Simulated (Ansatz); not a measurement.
SrO: band structure with LDA

Crystal: SrO.

```
Sr O
1.0
     0.00000    2.56630    2.56630
     2.56630    0.00000    2.56630
     2.56630    2.56630    0.00000
Sr O
1 1
Direct
  0.50000 0.50000 0.50000
  0.00000 0.00000 0.00000
```

```yaml
Program: Ansatz 0.2.0
Task: band structure
Functional: LDA
Potentials_or_basis: all-electron LAPW, relativistic spinors
Cutoff: 220 eV (chosen from the basis error)
Basis_error_allowed: 0.001 eV/atom
k_mesh: 7 × 7 × 7
Occupations: fermi-dirac, width 0.05 eV
Spin: spin-orbit coupling, no magnetisation
```

```yaml
Pressure: -3.8 GPa
Band_gap_on_the_k_mesh: 3.23 eV, indirect (least direct gap 3.29 eV)
Band_gap_along_the_path: 3.13 eV, indirect (least direct gap 3.18 eV)
```

Levels at the corners of the path, in eV from the valence-band top:
| point | band 32 | band 33 | band 34 | band 35 | band 36 | band 37 |
| --- | --- | --- | --- | --- | --- | --- |
| Γ | 0.00 | 0.00 | 0.00 | 3.83 | 3.83 | 6.15 |
| X | -0.12 | -0.05 | -0.05 | 3.13 | 3.13 | 7.82 |
| W | -0.48 | -0.39 | -0.39 | 5.92 | 5.92 | 5.92 |
| K | -0.59 | -0.46 | -0.46 | 4.67 | 4.67 | 7.82 |
| Γ | 0.00 | 0.00 | 0.00 | 3.83 | 3.83 | 6.15 |
| L | -1.17 | -1.15 | -1.15 | 6.49 | 6.49 | 8.24 |
| U | -0.59 | -0.46 | -0.46 | 4.67 | 4.67 | 7.82 |
| W | -0.48 | -0.39 | -0.39 | 5.92 | 5.92 | 5.92 |

Wall time 65 s on 1 thread of Arm Neoverse V1, with other jobs on the host, peak memory 0.35 GiB.

Caveat: the mesh misses the band edges, which the band path finds closer together. LDA gaps usually lie below the measured ones, often by a third to a half.
